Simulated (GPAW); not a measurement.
## A GW chain in GPAW: KBr (Fm-3m)

Wanted: ground state, empty states, screening and self-energy for KBr (Fm-3m).

Method: PBE and many-body steps on it, plane waves, in GPAW 26.7.0.

### 1. The structure

Symmetry: Fm-3m, No. 225, cubic system. The conventional cell has a = 6.600 Å, b = 6.600 Å, c = 6.600 Å, α = 90.00°, β = 90.00°, γ = 90.00°. Nearest to K lie 6 Br at 3.30 Å. Nearest to Br lie 6 K at 3.30 Å. Farther neighbours and most contacts between anions are not listed.

The cell and positions come from the Crystallography Open Database and are kept as given unless a step says otherwise.

### 2. Ground state

This step: GPAW 26.7.0; DFT, PBE, plane waves, PAW.

The ground-state density comes first.

Contents of run.py:

```python
import json
import numpy as np
from gpaw.mpi import world
from ase import Atoms
from gpaw import GPAW, PW, FermiDirac

atoms = Atoms(['K', 'Br'],
    cell=[[0.0000000000, 3.3000000000, 3.3000000000],
      [3.3000000000, 0.0000000000, 3.3000000000],
      [3.3000000000, 3.3000000000, 0.0000000000]],
    scaled_positions=[[0.0000000000, 0.0000000000, 0.0000000000],
      [0.5000000000, 0.5000000000, 0.5000000000]],
    pbc=(True, True, True))
calc = GPAW(mode=PW(450),
    xc='PBE',
    kpts={'size': (6, 6, 6), 'gamma': True},
    occupations=FermiDirac(0.001),
    nbands=-7,
    convergence={'density': 1e-6, 'bands': -3},
    maxiter=100,
    txt='gs.txt')
atoms.calc = calc
res = {'energy': atoms.get_potential_energy()}
kpts = calc.get_ibz_k_points()
res['kpts'] = kpts
res['eigenvalues'] = [calc.get_eigenvalues(kpt=k) for k in range(len(kpts))]
res['n_electrons'] = calc.get_number_of_electrons()
calc.write('gs.gpw')

if world.rank == 0:
    with open('result.json', 'w') as f:
        json.dump(res, f, default=lambda x: x.tolist())
```

On the command line:

```bash
$ mpirun -n 8 gpaw python run.py
```

Numbers of over 12 decimals in the logs are rounded to 6 here.

The program printed:

```text
__  _  _
 | _ |_)|_||  |
 |__||  | ||/\| - 26.7.0

Input parameters:
  mode=PW(ecut=450.000000),
  convergence={'density': 1e-06, 'bands': -3},
  kpts=MonkhorstPack(size=(6, 6, 6), gamma=True),
  maxiter=100,
  nbands=-7,
  occupations=Occupations(name='fermi-dirac', width=0.001, fixmagmom=False),
  xc=XC(name='PBE')
  [... matrices ...]
Diagonalizing LCAO Hamiltonian
Converting LCAO to pw mode

                 Br

       K

Atoms  # Å, Bohr magnetons
|   | symbol |        x |        y |        z |    initial magnetic moments |
| 0 |      K | 0.000000 | 0.000000 | 0.000000 | ( 0.0000,  0.0000,  0.0000) |
| 1 |     Br | 3.300000 | 3.300000 | 3.300000 | ( 0.0000,  0.0000,  0.0000) |

Unit cell  # Å
| periodic |        x |        y |        z |  lengths |    angles |
|      yes | 0.000000 | 3.300000 | 3.300000 | 4.666905 | 60.000000 |
|      yes | 3.300000 | 0.000000 | 3.300000 | 4.666905 | 60.000000 |
|      yes | 3.300000 | 3.300000 | 0.000000 | 4.666905 | 60.000000 |

Number of symmetries: 48
Symmetry operations  # r_c * U_cc + t_c -> r_c
|    | kind |            matrix            |
|  0 |  σ   |  1, 0, 0,  1, 0,-1,  1,-1, 0 |
|  1 |  C2  |  1, 0, 0,  1,-1, 0,  1, 0,-1 |
|  2 |  E   |  1, 0, 0,  0, 1, 0,  0, 0, 1 |
|  3 |  σ   |  1, 0, 0,  0, 0, 1,  0, 1, 0 |
|  4 |  C4  |  1, 0,-1,  1, 0, 0,  1,-1, 0 |
|  5 |  S6  |  1, 0,-1,  1,-1, 0,  1, 0, 0 |
|  6 |  σ   |  1, 0,-1,  0, 1,-1,  0, 0,-1 |
|  7 |  C3  |  1, 0,-1,  0, 0,-1,  0, 1,-1 |
|  8 |  S6  |  1,-1, 0,  1, 0, 0,  1, 0,-1 |
|  9 |  C4  |  1,-1, 0,  1, 0,-1,  1, 0, 0 |
| 10 |  C3  |  1,-1, 0,  0,-1, 1,  0,-1, 0 |
| 11 |  σ   |  1,-1, 0,  0,-1, 0,  0,-1, 1 |
| 12 |  σ   |  0, 1, 0,  1, 0, 0,  0, 0, 1 |
| 13 |  C4  |  0, 1, 0,  0, 1,-1, -1, 1, 0 |
| 14 |  C3  |  0, 1, 0,  0, 0, 1,  1, 0, 0 |
| 15 |  S6  |  0, 1, 0, -1, 1, 0,  0, 1,-1 |
| 16 |  C2  |  0, 1,-1,  1, 0,-1,  0, 0,-1 |
| 17 |  σ   |  0, 1,-1,  0, 1, 0, -1, 1, 0 |
| 18 |  S4  |  0, 1,-1,  0, 0,-1,  1, 0,-1 |
| 19 |  C4  |  0, 1,-1, -1, 1, 0,  0, 1, 0 |
| 20 |  C3  |  0, 0, 1,  1, 0, 0,  0, 1, 0 |
| 21 |  σ   |  0, 0, 1,  0, 1, 0,  1, 0, 0 |
| 22 |  S6  |  0, 0, 1,  0,-1, 1, -1, 0, 1 |
| 23 |  C4  |  0, 0, 1, -1, 0, 1,  0,-1, 1 |
| 24 |  S4  |  0, 0,-1,  1, 0,-1,  0, 1,-1 |
| 25 |  C3  |  0, 0,-1,  0, 1,-1,  1, 0,-1 |
| 26 |  C2  |  0, 0,-1,  0,-1, 0, -1, 0, 0 |
| 27 |  S6  |  0, 0,-1, -1, 0, 0,  0,-1, 0 |
| 28 |  S4  |  0,-1, 1,  1,-1, 0,  0,-1, 0 |
| 29 |  C4  |  0,-1, 1,  0, 0, 1, -1, 0, 1 |
| 30 |  C2  |  0,-1, 1,  0,-1, 0,  1,-1, 0 |
| 31 |  σ   |  0,-1, 1, -1, 0, 1,  0, 0, 1 |
| 32 |  C3  |  0,-1, 0,  1,-1, 0,  0,-1, 1 |
| 33 |  S6  |  0,-1, 0,  0, 0,-1, -1, 0, 0 |
| 34 |  S4  |  0,-1, 0,  0,-1, 1,  1,-1, 0 |
| 35 |  C2  |  0,-1, 0, -1, 0, 0,  0, 0,-1 |
| 36 |  C2  | -1, 1, 0,  0, 1, 0,  0, 1,-1 |
| 37 |  S6  | -1, 1, 0,  0, 1,-1,  0, 1, 0 |
| 38 |  S4  | -1, 1, 0, -1, 0, 1, -1, 0, 0 |
| 39 |  C3  | -1, 1, 0, -1, 0, 0, -1, 0, 1 |
| 40 |  S6  | -1, 0, 1,  0, 0, 1,  0,-1, 1 |
| 41 |  C2  | -1, 0, 1,  0,-1, 1,  0, 0, 1 |
| 42 |  C3  | -1, 0, 1, -1, 1, 0, -1, 0, 0 |
| 43 |  S4  | -1, 0, 1, -1, 0, 0, -1, 1, 0 |
| 44 |  C2  | -1, 0, 0,  0, 0,-1,  0,-1, 0 |
| 45 |  i   | -1, 0, 0,  0,-1, 0,  0, 0,-1 |
| 46 |  σ   | -1, 0, 0, -1, 1, 0, -1, 0, 1 |
| 47 |  C2  | -1, 0, 0, -1, 0, 1, -1, 1, 0 |

BZ-sampling:
  Number of BZ points: 216
  Number of IBZ points: 16

  Monkhorst-Pack size: [6, 6, 6]
  Monkhorst-Pack shift: [0.083333, 0.083333, 0.083333]

K-points  # in reciprocal-cell coordinates
|     |                                coordinates |     weight |
|   0 | (  0.00000000,   0.00000000,   0.00000000) | 0.00462963 |
|   1 | (  0.16666667,   0.16666667,   0.00000000) | 0.02777778 |
|   2 | (  0.16666667,   0.16666667,   0.16666667) | 0.03703704 |
|   3 | (  0.33333333,   0.16666667,   0.16666667) | 0.05555556 |
|   4 | (  0.33333333,   0.33333333,  -0.33333333) | 0.05555556 |
|   5 | (  0.33333333,   0.33333333,   0.00000000) | 0.02777778 |
|   6 | (  0.33333333,   0.33333333,   0.16666667) | 0.11111111 |
|   7 | (  0.33333333,   0.33333333,   0.33333333) | 0.03703704 |
|   8 | (  0.50000000,   0.33333333,  -0.33333333) | 0.11111111 |
|   9 | (  0.50000000,   0.33333333,  -0.16666667) | 0.05555556 |
| ... |                                            |            |
|  15 | (  0.50000000,   0.50000000,   0.50000000) | 0.01851852 |

Plane wave coefficients: 1588
Cutoff: 450.000000 eV

Spin-components: 1 (collinear spins)
Bands:           15
Projectors:      10
Spin-degeneracy: 2
Datatype:        complex128

  Storage: CPU
  Wave functions: 5_648_640 bytes (706_080 per core)
  Projectors: 7_908_096 bytes (988_512 per core)
  [... matrices ...]
Parallelization:
  kpt:    8
  domain: 1
  band:   1

Density:
  Valence electrons: 16.0
  Components: 1
  Grid points: [24 24 24]
  Charge: 0.0  # |e|

Potential:
  Grid points: [24 24 24]

species:
  K:
    name:    Potassium
    Z:       19.0
    valence: 9
    core:    10
    charge:  0.0  # [|e|]
    compensation charges:
      type: gauss
      rc: 0.35  # [Å]
      lmax: 2
    cutoffs:
      filter: 1.91  # [Å]
      core: 1.27  # [Å]
    projectors
    | kind |    occ | energy [eV] | rcut [Å] |
    |   3s |  2.000 |     -35.338 |    1.122 |
    |   4s |  1.000 |      -2.319 |    1.122 |
    |   3p |  6.000 |     -18.813 |    1.106 |
    |    p |        |       8.398 |    1.106 |
    |    d |        |       0.000 |    0.937 |

    Using partial waves for K as LCAO basis

  Br:
    name:    Bromine
    Z:       35.0
    valence: 7
    core:    28
    charge:  0.0  # [|e|]
    compensation charges:
      type: gauss
      rc: 0.35  # [Å]
      lmax: 2
    cutoffs:
      filter: 1.98  # [Å]
      core: 2.38  # [Å]
    projectors
    | kind |    occ | energy [eV] | rcut [Å] |
    |   4s |  2.000 |     -20.121 |    1.111 |
    |   4p |  5.000 |      -7.861 |    1.111 |
    |    s |        |       7.091 |    1.111 |
    |    p |        |      19.351 |    1.111 |
    |    d |        |       0.000 |    1.111 |

    Using partial waves for Br as LCAO basis

Reference energy: -87284.500948  # eV

eigensolver:
  PPCG
  Converge bands: -3
  niter=2

density mixing:
  MSR1-Mixer
  Pratt-step length: 0.05
  Maximum mixing coefficient: 0.75
  Old densities: 10
  SVD Regularization: 0.005
  Good broyden scale: 1.0
  Trust region scale: 1.0
  Backstep threshold: 4.0
  History deletion threshold: 6.0
  Fourier metric: weight=20.0, sigma=0.015

occupation numbers:
  Fermi-Dirac:
    width: 0.0010  # eV

poisson solver:
  ecut: 3600.000000  # eV

xc functional:
  name: PBE with 2 nearest neighbor stencil

Initialization done in: 1.744 s

convergence criteria:
- Maximum integral of absolute [dens]ity change: 1e-06 electrons / valence electron
- Maximum [total energy] change in last 3 cyles: 0.0005 eV / valence electron
- Maximum integral of absolute [eigenst]ate change: 4e-08 eV^2 / valence electron
maximum number of iterations: 100

SCF iterations
|iter     |     time |      energy | eigst |  dens |
|iter:   1|  |   -6.489321 | +1.64 |       |
|iter:   2|  |   -6.465747 | +0.47 | -1.32 |
|iter:   3|  |   -6.356648 | -0.23 | -1.35 |
|iter:   4|  |   -6.359079 | -0.74 | -1.72 |
|iter:   5|  |   -6.361127c| -1.24 | -2.08 |
|iter:   6|  |   -6.361275c| -1.98 | -2.80 |
|iter:   7|  |   -6.361284c| -2.47 | -3.53 |
|iter:   8|  |   -6.361286c| -3.01 | -3.99 |
|iter:   9|  |   -6.361286c| -3.41 | -5.13 |
|iter:  10|  |   -6.361286c| -3.78 | -5.51 |
|iter:  11|  |   -6.361286c| -4.28 | -6.84c|
|iter:  12|  |   -6.361286c| -4.73 | -7.24c|
|iter:  13|  |   -6.361286c| -5.15 | -8.48c|
|iter:  14|  |   -6.361286c| -5.50 | -8.90c|
|iter:  15|  |   -6.361286c| -5.80 | -9.83c|
|iter:  16|  |   -6.361286c| -6.17 |-10.23c|
|iter:  17|  |   -6.361286c| -6.52 |-10.61c|
|iter:  18|  |   -6.361286c| -6.95 |-11.12c|
|iter:  19|  |   -6.361286c| -7.26 |-11.46c|
|iter:  20|  |   -6.361286c| -7.69c|-11.81c|

Converged in 20 steps
SCF loop duration: 4.014 s (0.201 s/step)
Energy contributions relative to reference atoms: (reference = -87284.500948)
  [... matrices ...]
Energy contributions:
  Kinetic:           5.102259
  Coulomb:          -4.328749
  Zero:             -0.662098
  External:          0.000000
  Xc:               -6.472698
  Entropy:          -0.000000
  Spinorbit:         0.000000
  ----------------------------
  Free energy:      -6.361286
  Extrapolated:     -6.361286

dipole moment: (-24.049608, -24.049608, -24.049608)  # |e|*Ang

Fermi level: 1.613
Eigenvalues  # (at kpt = [0.000, 0.000, 0.000])
| band index |      eig [eV] | occ [0-2] |
|          0 |       -27.952 |     2.000 |
|          1 |       -12.477 |     2.000 |
|          2 |       -11.459 |     2.000 |
|          3 |       -11.459 |     2.000 |
|          4 |       -11.459 |     2.000 |
|          5 |        -0.198 |     2.000 |
|          6 |        -0.198 |     2.000 |
|          7 |        -0.198 |     2.000 |
|          8 |         4.244 |     0.000 |
|          9 |         7.404 |     0.000 |
|         10 |         7.404 |     0.000 |
|         11 |         7.404 |     0.000 |
|         12 |         8.215 |     0.000 |
|         13 |         8.215 |     0.000 |
|         14 |        11.415 |     0.000 |

Gap: 4.442 eV
Transition (v -> c):
  (s=0, k=0, n=7, [0.00, 0.00, 0.00]) -> (s=0, k=0, n=8, [0.00, 0.00, 0.00])
No difference between direct/indirect transitions
# Writing to gs.gpw (mode='')
  [... matrices ...]
```

It took 8.8 s on 8 MPI ranks of Arm Neoverse V1, shared host; peak memory 1.2 GiB; 63 s of CPU time.

This step gave:

| Property | Result |
| --- | --- |
| total energy | -6.361 eV |
| gap | 4.442 eV |
| k of the valence top | 0, 0, 0 |
| k of the conduction bottom | 0, 0, 0 |
| least direct gap | 4.442 eV |

The gap is direct, at Γ.

### 3. Bands along the symmetry lines

Levels along a band path, at the cheap level, show where the edges lie and whether the meshes to come will hold them.

Contents of run.py:

```python
import json
import numpy as np
from gpaw.mpi import world
from gpaw import GPAW

path = [[0.000000, 0.000000, 0.000000],
    [0.062500, 0.000000, 0.062500],
    [0.125000, 0.000000, 0.125000],
    [0.187500, 0.000000, 0.187500],
    [0.250000, 0.000000, 0.250000],
    [0.312500, 0.000000, 0.312500],
    [0.375000, 0.000000, 0.375000],
    [0.437500, 0.000000, 0.437500],
    [0.500000, 0.000000, 0.500000],
    [0.515625, 0.031250, 0.515625],
    [0.531250, 0.062500, 0.531250],
    [0.546875, 0.093750, 0.546875],
    [0.562500, 0.125000, 0.562500],
    [0.578125, 0.156250, 0.578125],
    [0.593750, 0.187500, 0.593750],
    [0.609375, 0.218750, 0.609375],
    [0.625000, 0.250000, 0.625000],
    [0.375000, 0.375000, 0.750000],
    [0.328125, 0.328125, 0.656250],
    [0.281250, 0.281250, 0.562500],
    [0.234375, 0.234375, 0.468750],
    [0.187500, 0.187500, 0.375000],
    [0.140625, 0.140625, 0.281250],
    [0.093750, 0.093750, 0.187500],
    [0.046875, 0.046875, 0.093750],
    [0.000000, 0.000000, 0.000000],
    [0.062500, 0.062500, 0.062500],
    [0.125000, 0.125000, 0.125000],
    [0.187500, 0.187500, 0.187500],
    [0.250000, 0.250000, 0.250000],
    [0.312500, 0.312500, 0.312500],
    [0.375000, 0.375000, 0.375000],
    [0.437500, 0.437500, 0.437500],
    [0.500000, 0.500000, 0.500000],
    [0.500000, 0.468750, 0.531250],
    [0.500000, 0.437500, 0.562500],
    [0.500000, 0.406250, 0.593750],
    [0.500000, 0.375000, 0.625000],
    [0.500000, 0.343750, 0.656250],
    [0.500000, 0.312500, 0.687500],
    [0.500000, 0.281250, 0.718750],
    [0.500000, 0.250000, 0.750000],
    [0.500000, 0.218750, 0.718750],
    [0.500000, 0.187500, 0.687500],
    [0.500000, 0.156250, 0.656250],
    [0.500000, 0.125000, 0.625000],
    [0.500000, 0.093750, 0.593750],
    [0.500000, 0.062500, 0.562500],
    [0.500000, 0.031250, 0.531250],
    [0.500000, 0.000000, 0.500000]]
calc = GPAW('gs.gpw').fixed_density(kpts=path,
    symmetry='off',
    nbands=18,
    convergence={'bands': 14},
    txt='bands.txt')
res = {}
kpts = calc.get_ibz_k_points()
res['kpts'] = kpts
res['eigenvalues'] = [calc.get_eigenvalues(kpt=k) for k in range(len(kpts))]
res['n_electrons'] = calc.get_number_of_electrons()

if world.rank == 0:
    with open('result.json', 'w') as f:
        json.dump(res, f, default=lambda x: x.tolist())
```

On the command line:

```bash
$ mpirun -n 8 gpaw python run.py
```

The program printed:

```text
Diagonalizing LCAO Hamiltonian
Converting LCAO to pw mode
convergence criteria:
- Maximum integral of absolute [eigenst]ate change: 4e-08 eV^2 / valence electron
maximum number of iterations: 100

SCF iterations
|iter     |     time |      energy | eigst |  dens |
|iter:   1|  |             | +2.09 |       |
|iter:   2|  |             | +1.08 |       |
|iter:   3|  |             | +0.18 |       |
[...]
|iter:  10|  |             | -6.52 |       |
|iter:  11|  |             | -7.25 |       |
|iter:  12|  |             | -7.79c|       |
SCF steps: 12
  __  _  _
 | _ |_)|_||  |
 |__||  | ||/\| - 26.7.0

Input parameters:
  mode=PW(ecut=450.000000),
  convergence={'bands': 14},
  gpts=array([24, 24, 24]),
  kpts=KPoints(kpts=array([[0.      , 0.      , 0.      ],
         [0.0625  , 0.      , 0.0625  ],
         [0.125   , 0.      , 0.125   ],
         [0.1875  , 0.      , 0.1875  ],
[...]
[0.515625, 0.03125 , 0.515625],
[...]
[0.546875, 0.09375 , 0.546875],
[...]
[0.578125, 0.15625 , 0.578125],
[...]
[0.609375, 0.21875 , 0.609375],
[...]
[0.328125, 0.328125, 0.65625 ],
[...]
[0.234375, 0.234375, 0.46875 ],
[...]
[0.140625, 0.140625, 0.28125 ],
[...]
[0.046875, 0.046875, 0.09375 ],
[...]
[0.5     , 0.0625  , 0.5625  ],
         [0.5     , 0.03125 , 0.53125 ],
         [0.5     , 0.      , 0.5     ]])),
  maxiter=100,
  nbands=18,
  occupations=Occupations(name='fermi-dirac', width=0.001, fixmagmom=False),
  parallel={},
  symmetry=Symmetry(point_group=False, time_reversal=False),
  xc=XC(name='PBE')
  [... matrices ...]
timing:  # [seconds]
  Total: 0.095  # ━━━━━━━━━━━━━━━━━━━━━━━━━━━━━━━━━━━━━━━━━━━━━━━━━━━━━━━━━━━
```

The job ended after 11 s (8 MPI ranks; peak memory 1.3 GiB).

This step gave:

* gap: 4.442 eV
* k of the valence top: 0, 0, 0
* k of the conduction bottom: 0, 0, 0
* least direct gap: 4.442 eV

The gap is 4.442 eV, as in the run before at this level.

The electronic bands at the labelled points (eV, zero at the top of the highest filled band; v1 is the highest filled band, c1 the lowest empty one):

```tsv
point	v4	v3	v2	v1	c1	c2	c3	c4
Γ	-11.26	0.00	0.00	0.00	4.44	7.60	7.60	7.60
halfway	-11.17	-0.70	-0.16	-0.16	5.91	6.54	8.82	9.03
X	-11.30	-0.81	-0.29	-0.29	5.87	7.21	9.33	9.50
halfway	-11.26	-0.78	-0.40	-0.30	6.08	7.47	9.11	9.49
U	-11.19	-0.70	-0.64	-0.33	6.59	8.16	8.46	9.15
jump to K	-11.19	-0.70	-0.64	-0.33	6.59	8.16	8.46	9.15
halfway	-11.11	-0.78	-0.24	-0.24	6.16	7.28	8.37	8.87
Γ	-11.26	0.00	0.00	0.00	4.44	7.60	7.60	7.60
halfway	-11.13	-0.67	-0.17	-0.17	5.69	7.49	8.30	8.30
L	-11.01	-1.18	-0.33	-0.33	6.59	8.23	9.72	9.72
halfway	-11.09	-0.96	-0.47	-0.36	7.01	7.80	8.89	9.29
W	-11.16	-0.59	-0.59	-0.53	7.39	7.39	8.26	8.98
halfway	-11.23	-0.75	-0.41	-0.38	6.29	7.66	8.73	9.38
X	-11.30	-0.81	-0.29	-0.29	5.87	7.21	9.33	9.50
```

The electronic bands as a text plot (rows in eV, shown from -8.0 to 8.4 only):

```
    8.1 |+ ++            +++    +++++ ++ ++++  ++++++++  ++++
    7.4 |++++      ++++++   +++++++++++++++++++        +++++ ++++
    6.7 |    ++++++      +++  ++               ++++++++     +
    6.0 |     +++++++++++       +           +++              ++++
    5.3 |    +                   ++++      +
    4.7 |++++                        ++++++
    4.0 |
    3.3 |
    2.6 |
    1.9 |
    1.2 |
    0.5 |
   -0.1 |************************************************    ****
   -0.8 |    **********************         *****   *************
   -1.5 |                                        ***
   -2.2 |
   -2.9 |
   -3.6 |
   -4.2 |
   -4.9 |
   -5.6 |
   -6.3 |
   -7.0 |
   -7.7 |
         Γ           X  U|K            Γ         L        W     X
```

### 4. Empty states on the mesh, 4×4×4 mesh, 1078 bands

The sums over transitions need many empty states on a uniform mesh; this step solves for them.

Contents of run.py:

```python
import json
import numpy as np
from gpaw.mpi import world
from gpaw import GPAW

calc = GPAW('gs.gpw').fixed_density(kpts={'size': (4, 4, 4), 'gamma': True},
    parallel={'domain': 1, 'band': 1},
    txt='nscf.txt')
calc.diagonalize_full_hamiltonian(nbands=1078)
calc.write('full.gpw', mode='all')
res = {}
kpts = calc.get_ibz_k_points()
res['kpts'] = kpts
res['eigenvalues'] = [calc.get_eigenvalues(kpt=k) for k in range(len(kpts))]
res['n_electrons'] = calc.get_number_of_electrons()

if world.rank == 0:
    with open('result.json', 'w') as f:
        json.dump(res, f, default=lambda x: x.tolist())
```

On the command line:

```bash
$ mpirun -n 8 gpaw python run.py
```

The program printed:

```text
Diagonalizing LCAO Hamiltonian
Converting LCAO to pw mode
convergence criteria:
- Maximum integral of absolute [eigenst]ate change: 4e-08 eV^2 / valence electron
maximum number of iterations: 100

SCF iterations
|iter     |     time |      energy | eigst |  dens |
|iter:   1|  |             | +1.58 |       |
|iter:   2|  |             | +0.62 |       |
|iter:   3|  |             | -0.11 |       |
[...]
|iter:  29|  |             | -7.14 |       |
|iter:  30|  |             | -7.26 |       |
|iter:  31|  |             | -7.43c|       |
SCF steps: 31
  __  _  _
 | _ |_)|_||  |
 |__||  | ||/\| - 26.7.0

Input parameters:
  mode=PW(ecut=450.000000),
  convergence={'density': 1e-06, 'bands': -3},
  gpts=array([24, 24, 24]),
  kpts=MonkhorstPack(size=(4, 4, 4), gamma=True),
  maxiter=100,
  nbands=15,
  occupations=Occupations(name='fermi-dirac', width=0.001, fixmagmom=False),
  parallel={'domain': 1, 'band': 1},
  xc=XC(name='PBE')
Matrix size: 1471x1471
# Writing to full.gpw (mode='all')
  [... matrices ...]

timing:  # [seconds]
  Total: 11.430  # ━━━━━━━━━━━━━━━━━━━━━━━━━━━━━━━━━━━━━━━━━━━━━━━━━━━━━━━━━━
```

The job ended after 18 s (8 MPI ranks; peak memory 2.6 GiB; 2.2 min of CPU time).

Numbers from this step:

```yaml
gap: 4.442 eV
k_of_the_valence_top: 0, 0, 0
k_of_the_conduction_bottom: 0, 0, 0
least_direct_gap: 4.442 eV
k_points_computed: 8
lowest_point_of_the_top_converged_band_above_the_valence_top: 345.7692 eV
```

On this mesh the gap is 4.442 eV.

[end of part 1 of 2]

[Paths, hosts, dates, memory and timing lines, banners, echoed tables and standing remarks are left out of the program output.]

[Logs are printed without paths, hosts, clocks, repeated set-up lines and the standing remarks that a program may print on its own settings, such as how far it seeks lower states.]

[Runs of the session that timed out or met a known fault of the program may be left out.]

[Hosts, paths, dates, database ids (printed as entryN), source tags and the programs' standing remarks are cut or masked in the printed files.]
